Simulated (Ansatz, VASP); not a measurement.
**Mo in VASP and in Ansatz**

```
Mo
1.0
    -1.56594    1.56594    1.56594
     1.56594   -1.56594    1.56594
     1.56594    1.56594   -1.56594
Mo
1
Direct
  0.00000 0.00000 0.00000
```

Alike in both runs: functional PBEsol; k mesh 8 × 8 × 8; occupations gaussian, width 0.1 eV; no spin polarisation.

Ansatz relaxed the structure, and its values are those at the end. VASP's run is a single point on that final structure, the one shown.

```csv
,VASP,Ansatz
version,VASP 6.6.1,Ansatz 0.2.0
potentials or method,"VASP PAW PBE potentials, release 64 (Mo_sv)","scalar-relativistic, plane waves, PAW"
plane-wave cutoff (eV),520,420
valence electrons in the cell,14,14
```

|  | VASP | Ansatz | Ansatz less VASP |
| --- | --- | --- | --- |
| gap on the k mesh at the Fermi level (eV) | none | none | - |
| pressure (GPa) | 0.5 | 0.0 | -0.50 |

A gap of «none» marks a metal or a gap that the smearing closes. With one functional, cell and mesh, what is left measures potentials, basis and numerics. Ansatz warned: «pseudo_functional_mismatch».

Caveats: the PAW data sets were made with another functional, which shifts forces and pressure a little (VASP).
